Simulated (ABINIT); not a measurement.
Runs of ABINIT 10.8.3 (patched build) on FeO (Wuestite). Symmetry: R-3m, No. 166, trigonal system. Conventional cell: a = 3.038 Å, b = 3.038 Å, c = 7.559 Å, α = 90.00°, β = 90.00°, γ = 120.00°. Fe (site symmetry -3m) has 6 O at 2.16 Å as nearest neighbours. Around O (site symmetry -3m) lie 6 Fe at 2.16 Å. 

```csv
task,level,potentials or basis,U,cell,k mesh,double counting (usepawu),k mesh for the DOS,cell freedom (optcell),cutoff smearing ecutsm (Ha),optimiser (ionmov),mesh quality,gap on the mesh (eV),pressure (GPa),moment (μB)
single point,PBEsol,JTH PAW PBE v2.0,-,as given,11 × 11 × 11,-,-,-,-,-,not flagged,none,(a),4.00
projected density of states,LDA+U,JTH PAW PBE v2.0,Fe d U = 6 eV,as given,6 × 6 × 6,1,8 × 8 × 8,-,-,-,coarse,none,(b),4.01
relaxation of cell and atoms,LDA,JTH PAW LDA v2.0,-,relaxed,6 × 6 × 6,-,-,2,0.5,2,coarse,none,0.0,3.72
band structure,PBE,JTH PAW PBE v2.0,-,as given,7 × 7 × 7,-,-,-,-,-,coarse,none,-1.8,4.00
```

Alike in all rows: spin collinear, ferromagnetic start; cutoff (eV) 707; smearing fermi-dirac 0.05 eV.

Q: Fill in the values left out.

A: (a) -9.9; (b) -13.8.

Caveats: some runs use coarse meshes; a cell with one magnetic atom can't hold antiferromagnetic order, which such compounds often take; semilocal functionals often make such compounds metallic where correlation or magnetic order opens a gap, which also shifts bond lengths (some runs); the PAW data sets were made with another functional, which shifts forces and pressure a little (some runs).

A k mesh can miss the band edges.

A gap of «none» marks a metal or a gap under the smearing width.

Not every run made on this cell is shown here.
